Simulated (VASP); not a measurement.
## SiO2 under changes of volume

One of the cells (8.205 Å³/atom); the others are scaled copies at fixed shape and fractional positions:

```
Si O
1.0
     4.26120    0.00000    0.00000
     0.00000    4.26120    0.00000
     0.00000    0.00000    2.71133
Si O
2 4
Direct
  0.00000 0.00000 0.00000
  0.50000 0.50000 0.50000
  0.80684 0.19316 0.50000
  0.30684 0.30684 0.00000
  0.19316 0.80684 0.50000
  0.69316 0.69316 0.00000
```

The cell comes from a database or a generator and needn't be the stable form of this composition.

```yaml
Program: VASP 6.6.1
Functional: PBEsol
Potentials_or_basis: VASP PAW PBE potentials, release 64 (Si, O)
Cutoff: 520 eV
k_mesh: 6 × 6 × 10
Occupations: fermi-dirac, width 0.05 eV
Spin: no spin polarisation
```

```csv
volume (Å³/atom),energy over the lowest point (meV/atom),pressure (GPa),gap on the mesh (eV),largest force (eV/Å)
7.562,14.95,14.6,6.09,0.457
7.723,?,?,?,?
7.884,0.00,0.1,5.34,0.139
8.205,11.22,-11.6,4.65,0.137
8.366,25.05,-16.5,4.33,0.261
8.527,43.62,-21.0,4.02,0.377
```

**Question.** What does the run at 7.723 Å³/atom give?

**Answer.** Energy over the lowest point 3.85 meV/atom; pressure 7.0 GPa; gap on the mesh 5.71 eV; largest force 0.292 eV/Å.

Worked out: A Birch-Murnaghan fit of order 3 (a polynomial in V^(-2/3)) to the other rows has its minimum at 7.90 Å³/atom with B0 = V·E''(V) = 317 GPa and B' = 4.3 at fixed shape and positions, which overstates the stiffness. It gives 3.83 meV/atom at 7.723 Å³/atom, against the run's 3.85, and -dE/dV = 7.3 GPa, against 7.0. A straight line through the other rows of the gap, of slope -17.3 eV per unit of ln V (its deformation potential), gives 5.71 eV, against the run's 5.71.

Energies are extrapolated to zero smearing.

Caveats: the PAW data sets were made with another functional, which shifts forces and pressure a little.

A mesh can miss the band edges.
